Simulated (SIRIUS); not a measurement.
Sn, 2 atoms in the cell. The structure is cubic, space group Fd-3m (No. 227). The conventional cell has a = 6.966 Å, b = 6.966 Å, c = 6.966 Å, α = 90.00°, β = 90.00°, γ = 90.00°. Around Sn (site symmetry -43m) lie 4 Sn at 3.02 Å. This isn't the form of Sn at room conditions, which is tetragonal (white tin). The cell isn't the ideal one: cell stretched.

```yaml
Program: SIRIUS 7.12.0
Task: band structure
Functional: BPBE
Potentials_or_basis: all-electron FP-LAPW (ZORA valence)
Cutoff: 149 eV
Basis: apw+lo standard
k_mesh: 7 × 7 × 7
Occupations: cold, width 0.1 eV
Spin: spin-orbit coupling, no magnetisation
Muffin_tin_radii: Sn 2.54 bohr
Basis_cutoff_gk_cutoff: 3.31 1/bohr
Cutoff_of_density_and_potential_pw_cutoff: 20 1/bohr
lmax_of_the_basis: 10
lmax_of_density_and_potential: 8
Valence_relativity: zora
Core_states: Sn 1s2s2p3s3p3d
Local_orbitals_radial_functions: Sn 14
Reference_energy_of_the_basis: 0.09 Ha
Coordinate_units: A
Smallest_sphere_radius_times_basis_cutoff: 8.41
Start_of_the_SCF: LDA density
```

Potentials or basis: all-electron FP-LAPW (ZORA valence), apw+lo standard.

Command:

```bash
$ OMP_NUM_THREADS=1 sirius.scf --input=sirius_start.json --output=start.json
$ OMP_NUM_THREADS=1 sirius.scf --input=sirius.json --output=output.json --task=1
$ OMP_NUM_THREADS=1 sirius.scf --input=sirius_bands.json --output=bands_out.json --task=2
```

Hardware: 1 thread of Arm Neoverse V1, on a shared host.

Problem. How long does it take, and how much memory?

Solution. It took 2.1 min on 1 thread of Arm Neoverse V1 (shared host), peak memory 1.2 GiB. Counts: scf iterations 7, k points 20, plane waves 339, basis 439, bands 35.
